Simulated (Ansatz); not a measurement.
Al: strain energy, fitted

Al, P6_3/mmc, a = 2.815 Å, c = 9.242 Å. This isn't the element's structure at ambient conditions. Ansatz: PBE+D3(BJ), PAW, 420 eV, Γ-centred 21×21×6 mesh on 4 atoms, Gaussian smearing 0.10 eV; no spin polarisation. Series: strain along c alone, the other axes held, atoms fixed by symmetry; x is the strain in per cent. y is the free energy over the unstrained cell, V0 = 15.853 Å³/atom.

| x (%) | y (meV/atom) |
| --- | --- |
| -3.0 | ? |
| -2.0 | 3.70 |
| -1.0 | 0.97 |
| 0.0 | 0.00 |
| 1.0 | 0.50 |
| 2.0 | 2.46 |
| 3.0 | 5.90 |

Task: Fit y = c2 x² + c3 x³ to the other rows, turn c2 into a modulus, and predict the missing energy.

Result: Least squares on the rows shown. y = 0.8017 x² − 0.05344 x³. In eV per unit strain² c2 is 8.017; this is C33 with relaxed ions (E = ½ C33 V0 ε²): 2 × 8.017 × 160.2 / (15.853) = 162 GPa. The unstrained cell keeps some stress along the strain, worth a slope of -0.19 meV/atom per %, which the form leaves out. With a term in x⁴ added, the coefficient of x² becomes 0.6783, 15 % less, which shows how far this figure hangs on the form. At x = -3.0 the fit asked for gives 8.66 meV/atom. The run gave 8.12 meV/atom, so the fit is 0.54 meV/atom too high, 6.7 % of the span of the series, against an rms of 0.20 meV/atom on the fitted rows. The row lies outside the fitted range. With a term in x⁴ added, a fit to the same known rows predicts 10.16 meV/atom, further off still.